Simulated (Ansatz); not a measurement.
## Is this SiC structure a true minimum?

The structure comes from a generated guess, relaxed at this level; another structure or a mixture of phases may lie lower.

Method: Ansatz, DFT PBE, scalar-relativistic, plane waves, PAW. Cutoff 420 eV; k points 6×6×10 on the computed 6-atom cell (Γ-centred); Gaussian smearing, width 0.02 eV; no spin polarisation.

The cell below (6 atoms, space group P3_221 (No. 154)) is relaxed within its symmetry.

```
Si C
1.0
     4.91394    0.00000    0.00000
    -2.45697    4.25560    0.00000
     0.00000    0.00000    2.99521
Si C
3 3
Direct
  0.61476 0.00000 0.66667
  0.00000 0.61476 0.33333
  0.38524 0.38524 0.00000
  0.37224 0.00000 0.16667
  0.00000 0.37224 0.83333
  0.62776 0.62776 0.50000
```

For the test a repeat of it with 12 atoms (edges 4.91, 4.91, 5.99 Å) was strained at random (σ = 1.5 % a component), the atoms were moved at random (σ = 0.05 Å), and all was relaxed again on a coarse 3×3×2 mesh (in the run’s order of axes) with 0.10 eV smearing, with no symmetry imposed.

Problem. Is the structure stable against such a distortion?

Solution. It returns, within 1 meV/atom of the unmoved cell on that mesh and with the same symmetry when read at 0.1 Å. No instability shows in this cell; modes of other wave vectors, which need another repeat, aren't tested. Another cell of SiC relaxed alike, in P6_3mc, lies 0.36 eV/atom lower, so this cell isn't the stable form at this level.
